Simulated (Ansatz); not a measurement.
**MgO (P6_3/mmc) at 3 levels of theory**

One geometry, relaxed with PBE; plane waves with PAW potentials in Ansatz, scalar-relativistic. No spin polarisation. Gaps are the least over mesh and band path; pressure is positive in compression.

```
Mg O
1.0
     3.52092    0.00000    0.00000
    -1.76046    3.04921    0.00000
     0.00000    0.00000    4.23737
Mg O
2 2
Direct
  0.66667 0.33333 0.75000
  0.33333 0.66667 0.25000
  0.66667 0.33333 0.25000
  0.33333 0.66667 0.75000
```

```json
{"level": "PBE", "cutoff (eV)": "420", "k mesh": "9×9×6", "gap (eV)": "3.28", "pressure (GPa)": "0.0"}
```

Q: What comes out on the same cell with r2SCAN, LDA?

A:
```
 level  cutoff (eV)  k mesh  gap (eV)  pressure (GPa)
r2SCAN          500   9×9×6      3.91            -4.3
   LDA          420   9×9×6      3.16            -8.0
```

It comes from a database structure that was distorted and then relaxed.
